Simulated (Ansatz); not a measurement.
Results of G0W0@PBEsol (hard PAW, contour deformation; Ansatz, a program for electronic structure) for α-phase Li₃N.

The same calculation (at the measured cell, 11.163 Å³/atom) with different numerical settings; throughout: k mesh 3×3×2:

```tsv
run	response cutoff (eV)	empty bands	quasiparticle gap on the mesh (eV)	quasiparticle gap at Γ (eV)	rough time
1	100	186	1.438	1.651	20 core-s
2	150	342	1.565	1.773	40 core-s
3	200	527	1.629	1.833	2 core-min
4	250	736	1.664	1.865	6 core-min
5	300	968	1.685	1.885	10 core-min
6	400	1490	___	___	20 core-min
```

### Question
What belongs in the gaps?

### Answer

- 6, quasiparticle gap on the mesh (eV): 1.708
- 6, quasiparticle gap at Γ (eV): 1.907

In the column quasiparticle gap on the mesh (eV) the first row differs from the last by -0.270 and the next to last by -0.023.

The last row is no converged limit: other settings stay fixed.
